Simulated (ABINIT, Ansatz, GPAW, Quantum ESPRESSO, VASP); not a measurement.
# Ir: programs and potentials compared

```xyz
1
Lattice="0.0000 1.9156 1.9156 1.9156 0.0000 1.9156 1.9156 1.9156 0.0000" Properties=species:S:1:pos:R:3 pbc="T T T"
Ir    0.0000    0.0000    0.0000
```

Alike in all runs: task single point; functional PBEsol; k mesh 12 × 12 × 12; occupations fermi-dirac, width 0.05 eV; no spin polarisation; no spin-orbit coupling. Pressure is positive in compression and, in plane waves, holds the error of the finite cutoff, which Ansatz's Pulay term estimates and takes out.

```json
{"program and potentials": "Ansatz, Ansatz PAW", "plane-wave cutoff (eV)": "420", "notes": "potentials made for PBE, which Ansatz adapts in part; 17 valence electrons an atom on average; Pulay term of +0.07 GPa included", "band gap (eV)": "no gap", "pressure (GPa)": "-0.68"}
{"program and potentials": "VASP, PBE PAW files Ir, 520 eV", "plane-wave cutoff (eV)": "520", "notes": "potentials made for PBE; 9 valence electrons an atom on average", "band gap (eV)": "no gap", "pressure (GPa)": "0.30"}
{"program and potentials": "Ansatz, all-electron LAPW, scalar-relativistic", "plane-wave cutoff (eV)": "-", "notes": "-", "band gap (eV)": "no gap", "pressure (GPa)": "-0.72"}
{"program and potentials": "Quantum ESPRESSO, GBRV 1.5 PBEsol", "plane-wave cutoff (eV)": "612", "notes": "15 valence electrons an atom on average", "band gap (eV)": "no gap", "pressure (GPa)": "-0.71"}
{"program and potentials": "GPAW, PAW data sets generated for this functional", "plane-wave cutoff (eV)": "600", "notes": "15 valence electrons an atom on average", "band gap (eV)": "no gap", "pressure (GPa)": "-1.98"}
{"program and potentials": "ABINIT, JTH PAW PBE v2.0", "plane-wave cutoff (eV)": "435", "notes": "potentials made for PBE; 15 valence electrons an atom on average", "band gap (eV)": "no gap", "pressure (GPa)": "0.07"}
```

None finds a gap. The pressure spans -1.98 (GPAW, PAW data sets generated for this functional) to 0.30 GPa (VASP, PBE PAW files Ir, 520 eV), with all-electron results at -0.72.

Differences between rows come from potentials, basis sets and numerical settings, since the functional is the same but for its coding. Runs on potential files found faulty are left out.
